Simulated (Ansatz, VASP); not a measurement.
## One calculation of HfC, two programs

The input INCAR:

```
SYSTEM = HfC
  ALGO = Normal
  EDIFF = 1E-6
  ENCUT = 520
  GGA = PE
  ISIF = 2
  ISMEAR = 0
  LASPH = .True.
  LCHARG = .False.
  LREAL = .False.
  LWAVE = .False.
  NBANDS = 22
  NELM = 100
  PREC = Accurate
  SIGMA = 0.1
```

The input KPOINTS:

```
k-points
0
Gamma
  6 6 4
  0 0 0
```

File POSCAR:

```
HfC
1.0
    3.3428659700      0.0000000000      0.0000000000
   -1.6714329900      2.8950068500      0.0000000000
    0.0000000000      0.0000000000      5.2027139700
Hf C
2 2
Direct
    0.6666666700      0.3333333300      0.7500000000
    0.3333333300      0.6666666700      0.2500000000
    0.0000000000      0.0000000000      0.0000000000
    0.0000000000      0.0000000000      0.5000000000
```

Input for Ansatz:

```yaml
crystal:
  lattice:
    - [3.34286597, 0.0, 0.0]
    - [-1.67143299, 2.89500685, 0.0]
    - [0.0, 0.0, 5.20271397]
  atoms:
    - { symbol: Hf, position: [0.66666667, 0.33333333, 0.75] }
    - { symbol: Hf, position: [0.33333333, 0.66666667, 0.25] }
    - { symbol: C, position: [0.0, 0.0, 0.0] }
    - { symbol: C, position: [0.0, 0.0, 0.5] }
basis:
  ecutwfc: 420
kpoints:
  mp_grid: { grid: [6, 6, 4] }
hamiltonian:
  xc: pbe
scf:
  occupations: { method: gaussian, width: 0.1 }
  lower_state_search: "off"
output:
  forces: true
  stress: true
  eigenvalues: true
```

Alike in both runs: task single point; functional PBE; k mesh 6 × 6 × 4; occupations gaussian, width 0.1 eV; no spin polarisation.

|  | VASP | Ansatz |
| --- | --- | --- |
| version | VASP 6.6.1 | Ansatz 0.2.0 |
| potentials or method | VASP PAW PBE potentials, release 64 (Hf_pv, C) | scalar-relativistic, plane waves, PAW |
| plane-wave cutoff (eV) | 520 | 420 |
| valence electrons in the cell | 28 | 60 |

VASP gave:

- gap on the k mesh at the Fermi level (eV): none
- pressure (GPa): -1.3
- largest component of the traceless stress (GPa): 4.14

**Question.** Which values does Ansatz return?

**Answer.** gap on the k mesh at the Fermi level (eV): none; pressure (GPa): -0.6; largest component of the traceless stress (GPa): 4.07.

A gap of «none» marks a metal or a gap that the smearing closes. The two sets of potentials don't hold the same shells in valence.

Caveats: the k mesh is coarse (spacing up to 0.36 Å⁻¹), so the values aren't converged. The runs have no spin-orbit coupling, so splittings on Hf are missing.
